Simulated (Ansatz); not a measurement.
AlN: random displacements

Theory: DFT r2SCAN, scalar-relativistic, plane waves, PAW (Ansatz 0.2.0). Settings: plane waves to 500 eV, k-mesh 12×12×6 (Γ-centred), Gaussian smearing 0.05 eV. No spin polarisation. Energies are free energies at this smearing, counted from the undisturbed cell; pressure is positive in compression.

The starting cell (relaxed at this level):

```
Al N
1.0
     3.10667    0.00000    0.00000
    -1.55333    2.69045    0.00000
     0.00000    0.00000    4.97840
Al N
2 2
Cartesian
  0.0000 1.7936 0.0084
  1.5533 0.8968 2.4976
  0.0000 1.7936 1.9083
  1.5533 0.8968 4.3975
```

The atoms are displaced (Å, in the unstrained cell):

| atom | ux | uy | uz |
| --- | --- | --- | --- |
| Al1 | -0.050 | -0.111 | 0.114 |
| Al2 | 0.212 | -0.062 | -0.031 |
| N3 | 0.032 | 0.005 | 0.067 |
| N4 | -0.194 | 0.168 | -0.149 |

The cell is not strained.

(1) What are the energy change, the stress and the forces?

Answers

(1) ΔE = 347.6 meV/atom; stress (xx, yy, zz, yz, xz, xy; compression positive) (8.34, 5.87, 8.41, 2.27, -10.10, 3.19) GPa; gap on the mesh 3.35 eV.
| atom | Fx (eV/Å) | Fy | Fz |
| --- | --- | --- | --- |
| Al1 | -1.92 | 1.79 | -2.33 |
| Al2 | -2.96 | 0.41 | 1.96 |
| N3 | 2.00 | -0.37 | -2.28 |
| N4 | 2.88 | -1.84 | 2.65 |

Cost: 1 run of about 1.5 core-minutes, on Intel Xeon Processor @ 2.50GHz (Skylake/Cascade Lake) (shared hosts).